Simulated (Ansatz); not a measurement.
GaN: enthalpy against pressure

GaN, F-43m, a = 4.548 Å. This isn't the usual stable structure of the compound. Ansatz: PBE, PAW, 420 eV, Γ-centred 10×10×10 mesh on 2 atoms, Gaussian smearing 0.02 eV; no spin polarisation. Cell and atoms are relaxed at each pressure, and no other structure is tried, so the rows at high pressure may lie past a change of phase. y is the enthalpy over the state at zero pressure; there V0 = 11.763 Å³/atom. The pressures are the targets, met within 0.07 GPa.

| P (GPa) | y (eV/atom) |
| --- | --- |
| -2.0 | -0.1477 |
| 0.0 | 0.0000 |
| 2.0 | 0.1460 |
| 5.0 | 0.3620 |
| 10.0 | ? |
| 20.0 | 1.3968 |
| 40.0 | 2.6863 |

**Question.** Fit y = c1 P + c2 P² + c3 P³ to the other rows, say what c1 and c2 mean, and predict the missing value.

**Answer.** Least squares on the rows shown. y = 0.073387 P − 0.00019900 P² + 1.0817×10⁻⁶ P³. Since dH/dP = V, c1 is V0: 0.073387 eV/GPa × 160.2 = 11.757 Å³ against 11.763; c2 = −V0/(2B0) gives B0 = 184 GPa, where a Birch–Murnaghan fit to the volumes of the same runs (not shown) gives 172 GPa: a cubic over this range folds the higher terms into c2. At P = 10.0 the fit asked for gives 0.7151 eV/atom. The run gave 0.7147 eV/atom, so the fit is 0.0004 eV/atom too high, a small miss on the scale of the series.

The mesh isn't the same in all rows (10×10×10, 12×12×12).